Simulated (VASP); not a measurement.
Crystal: TiO2 (Anatase).

```xyz
6
Lattice="-1.8921 1.8921 4.7573 1.8921 -1.8921 4.7573 1.8921 1.8921 -4.7573" Properties=species:S:1:pos:R:3 pbc="T T T"
Ti    0.0000    1.8921    2.3786
Ti    0.0000    0.0000    0.0000
O     0.0000    0.0000    7.5346
O     0.0000    1.8921    0.3987
O     0.0000    1.8921    4.3586
O     0.0000    0.0000    1.9800
```

| Property | Result |
| --- | --- |
| Program | VASP 6.6.1 |
| Task | relaxation of cell and atoms |
| Functional | BLYP |
| Dispersion | D3 |
| Potentials or basis | VASP PAW PBE potentials, release 64 (Ti_sv, O) |
| Cutoff | 600 eV |
| k mesh | 10 × 10 × 10 |
| Occupations | fermi-dirac, width 0.05 eV |
| Spin | no spin polarisation |

At the start: pressure 5.4 GPa; volume 11.35 Å³/atom.

How do energy, volume and symmetry change on relaxing?

Over 4 steps the energy falls by 5.0 meV/atom and the volume is 11.62 Å³/atom (+2.3 %); space group I4_1/amd (No. 141, to 0.05 Å).

Step by step:
```csv
step,energy change (eV),largest force (eV/Å),pressure (GPa),volume (Å³)
1,0.0000,0.2383,5.44,68.13
2,0.0202,0.2623,-6.37,72.00
3,-0.0298,0.0026,-0.16,69.78
4,-0.0298,0.0087,0.08,69.73
```

Final structure:
```
Ti O
1.0
    -1.90578    1.90578    4.79943
     1.90578   -1.90578    4.79943
     1.90578    1.90578   -4.79943
Ti O
2 4
Direct
  0.75000 0.25000 0.50000
  0.00000 0.00000 0.00000
  0.79138 0.79138 0.00000
  0.54138 0.04138 0.50000
  0.95862 0.45862 0.50000
  0.20862 0.20862 0.00000
```

Caveat: the PAW data sets were made with another functional, which shifts forces and pressure a little.
